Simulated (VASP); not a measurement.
# Al2O3 (P-6m2) in VASP: a series of runs, part 2 of 2

VASP 6.6.1. The steps go on from the part before.

### Step 3. Band structure, r2SCAN

Input file INCAR:

```
SYSTEM = Al2O3
PREC = Accurate ; ENCUT = 520
EDIFF = 1E-6 ; ISMEAR = 0
SIGMA = 0.02 ; LREAL = .FALSE.
LASPH = .TRUE. ; NELM = 100
ALGO = Normal ; ISIF = 2
LWAVE = .FALSE. ; LCHARG = .FALSE.
METAGGA = R2SCAN ; LMIXTAU = .TRUE.
NBANDS = 20 ; KPAR = 2
```

Input file KPOINTS:

```
Automatic mesh
0
G
  12 12 4
  0 0 0
```

Input file POSCAR:

```
Al2O3
1.0
    2.8843249483      0.0000000000      0.0000000000
   -1.4421624742      2.4978986780      0.0000000000
    0.0000000000      0.0000000000      9.3367544600
Al O
2 3
Direct
    0.0000000000      0.0000000000      0.8500076700
    0.0000000000      0.0000000000      0.1499923300
    0.3333333333      0.6666666667      0.7776830800
    0.6666666667      0.3333333333      0.0000000000
    0.3333333333      0.6666666667      0.2223169200
```

Input file KPOINTS_OPT:

```
path GMKGALHA,LM,KH
10
line-mode
reciprocal
 0.0000000000  0.0000000000  0.0000000000  G
 0.5000000000  0.0000000000  0.0000000000  M

 0.5000000000  0.0000000000  0.0000000000  M
 0.3333333333  0.3333333333  0.0000000000  K

 0.3333333333  0.3333333333  0.0000000000  K
 0.0000000000  0.0000000000  0.0000000000  G

 0.0000000000  0.0000000000  0.0000000000  G
 0.0000000000  0.0000000000  0.5000000000  A

 0.0000000000  0.0000000000  0.5000000000  A
 0.5000000000  0.0000000000  0.5000000000  L

 0.5000000000  0.0000000000  0.5000000000  L
 0.3333333333  0.3333333333  0.5000000000  H

 0.3333333333  0.3333333333  0.5000000000  H
 0.0000000000  0.0000000000  0.5000000000  A

 0.5000000000  0.0000000000  0.5000000000  L
 0.5000000000  0.0000000000  0.0000000000  M

 0.3333333333  0.3333333333  0.0000000000  K
 0.3333333333  0.3333333333  0.5000000000  H
```

Potentials or basis: VASP PAW PBE potentials, release 64 (Al, O).

On the command line:

```sh
cat potpaw_PBE.64/Al/POTCAR potpaw_PBE.64/O/POTCAR > POTCAR
mpirun -np 2 vasp_std > vasp.out
```

OUTCAR:

```text
SYSTEM = Al2O3
   PREC = Accurate
   ENCUT = 520
   EDIFF = 1E-6
   ISMEAR = 0
   LREAL = .FALSE.
   LASPH = .TRUE.
   NELM = 100
   ISIF = 2
   METAGGA = R2SCAN

 ion  position               nearest neighbor table
   1  0.000  0.000  0.850-   3 1.80   3 1.80   3 1.80   4 2.18   4 2.18   4 2.18   2 2.80
   2  0.000  0.000  0.150-   5 1.80   5 1.80   5 1.80   4 2.18   4 2.18   4 2.18   1 2.80
   3  0.333  0.667  0.778-   1 1.80   1 1.80   1 1.80
   4  0.667  0.333  0.000-   1 2.18   2 2.18   1 2.18   2 2.18   1 2.18   2 2.18
   5  0.333  0.667  0.222-   2 1.80   2 1.80   2 1.80
[... 759 lines left out ...]
  -------------------------------------------------------------------------------------
  Total       -2.2079429     -2.2079429     -1.4747896      0.0000000     -0.0000000      0.0000000
  in kB      -52.5876146    -52.5876146    -35.1257576      0.0000000     -0.0000000      0.0000000
  external PRESSURE =     -46.7669956 kB  Pullay stress =       0.0000000 kB

 VOLUME and BASIS-vectors are now :
 -----------------------------------------------------------------------------
  energy-cutoff  :      520.00
  volume of cell :       67.27
      direct lattice vectors                 reciprocal lattice vectors
     2.884324948  0.000000000  0.000000000     0.346701574  0.200168247  0.000000000
    -1.442162474  2.497898678  0.000000000     0.000000000  0.400336494  0.000000000
     0.000000000  0.000000000  9.336754460     0.000000000  0.000000000  0.107103598

 POSITION                                       TOTAL-FORCE (eV/Angst)
 -----------------------------------------------------------------------------------
      0.00000      0.00000      7.93631        -0.000000      0.000000     -0.148294
      0.00000      0.00000      1.40044        -0.000000      0.000000      0.148294
     -0.00000      1.66527      7.26104         0.000000     -0.000000      0.435048
      1.44216      0.83263      0.00000         0.000000     -0.000000      0.000000
     -0.00000      1.66527      2.07572         0.000000     -0.000000     -0.435048
 -----------------------------------------------------------------------------------
    total drift:                                0.000006     -0.000003      0.000000

  FREE ENERGIE OF THE ION-ELECTRON SYSTEM (eV)
  ---------------------------------------------------
  free  energy   TOTEN  =       -46.7906317567 eV

  energy  without entropy=      -46.7906317567  energy(sigma->0) =      -46.79063176
```

stdout:

```text
POSCAR found type information on POSCAR AlO
 POSCAR found :  2 types and       5 ions
 scaLAPACK will be used
 -----------------------------------------------------------------------------
|                                                                             |
|                                                                             |
|     You enforced a specific xc type in the INCAR file but a different       |
|     I HOPE YOU KNOW WHAT YOU ARE DOING!                                     |
|                                                                             |
 -----------------------------------------------------------------------------

 LDA part: xc-table for (None), standard interpolation
 POSCAR, INCAR and KPOINTS ok, starting setup
 FFT: planning ... GRIDC
 FFT: planning ... GRID_SOFT
 FFT: planning ... GRID
 WAVECAR not read
 entering main loop
 Start KPOINTS_OPT (optional k-point list driver)
k-point batch [1-57\90]
k-point batch [58-90\90]
```

Run time: 3.1 min. Hardware: 2 MPI ranks of Intel Xeon Platinum 8559C (Emerald Rapids), shared host; peak memory 0.25 GiB.

What came out:

| Property | Result |
| --- | --- |
| Free energy | -46.7906 eV |
| Pressure | -4.7 GPa |
| Largest force | 0.435 eV/Å |
| Band gap on the k mesh | 5.60 eV, indirect (least direct gap 5.83 eV) |
| Band gap along the path | 5.59 eV, indirect (least direct gap 5.83 eV) |

Forces on the atoms (eV/Å):
```
Al   0.000  0.000 -0.148
Al   0.000  0.000  0.148
O    0.000  0.000  0.435
O    0.000  0.000  0.000
O    0.000  0.000 -0.435
```

Stress tensor (GPa, compression positive):
```
-5.26  0.00  0.00
 0.00 -5.26  0.00
 0.00  0.00 -3.51
```

Levels at the corners of the path, in eV from the valence-band top:
| point | band 9 | band 10 | band 11 | band 12 | band 13 | band 14 | band 15 | band 16 |
| --- | --- | --- | --- | --- | --- | --- | --- | --- |
| Γ | -1.27 | -0.56 | -0.56 | -0.23 | 5.59 | 8.28 | 8.75 | 10.11 |
| M | -1.99 | -1.05 | -0.83 | -0.59 | 8.68 | 9.90 | 10.01 | 12.03 |
| M | -1.99 | -1.05 | -0.83 | -0.59 | 8.68 | 9.90 | 10.01 | 12.03 |
| K | -2.85 | -1.36 | -1.11 | -0.05 | 10.60 | 10.63 | 11.71 | 13.40 |
| K | -2.85 | -1.36 | -1.11 | -0.05 | 10.60 | 10.63 | 11.71 | 13.40 |
| Γ | -1.27 | -0.56 | -0.56 | -0.23 | 5.59 | 8.28 | 8.75 | 10.11 |
| Γ | -1.27 | -0.56 | -0.56 | -0.23 | 5.59 | 8.28 | 8.75 | 10.11 |
| A | -1.27 | -0.56 | -0.56 | -0.27 | 5.72 | 7.86 | 8.88 | 10.46 |
| A | -1.27 | -0.56 | -0.56 | -0.27 | 5.72 | 7.86 | 8.88 | 10.46 |
| L | -1.99 | -1.05 | -0.83 | -0.58 | 8.69 | 9.86 | 10.08 | 11.74 |
| L | -1.99 | -1.05 | -0.83 | -0.58 | 8.69 | 9.86 | 10.08 | 11.74 |
| H | -2.85 | -1.36 | -1.11 | -0.04 | 10.60 | 10.60 | 11.71 | 13.47 |
| H | -2.85 | -1.36 | -1.11 | -0.04 | 10.60 | 10.60 | 11.71 | 13.47 |
| A | -1.27 | -0.56 | -0.56 | -0.27 | 5.72 | 7.86 | 8.88 | 10.46 |
| L | -1.99 | -1.05 | -0.83 | -0.58 | 8.69 | 9.86 | 10.08 | 11.74 |
| M | -1.99 | -1.05 | -0.83 | -0.59 | 8.68 | 9.90 | 10.01 | 12.03 |
| K | -2.85 | -1.36 | -1.11 | -0.05 | 10.60 | 10.63 | 11.71 | 13.40 |
| H | -2.85 | -1.36 | -1.11 | -0.04 | 10.60 | 10.60 | 11.71 | 13.47 |

Caveat: the PAW data sets were made with another functional, which shifts forces and pressure a little.
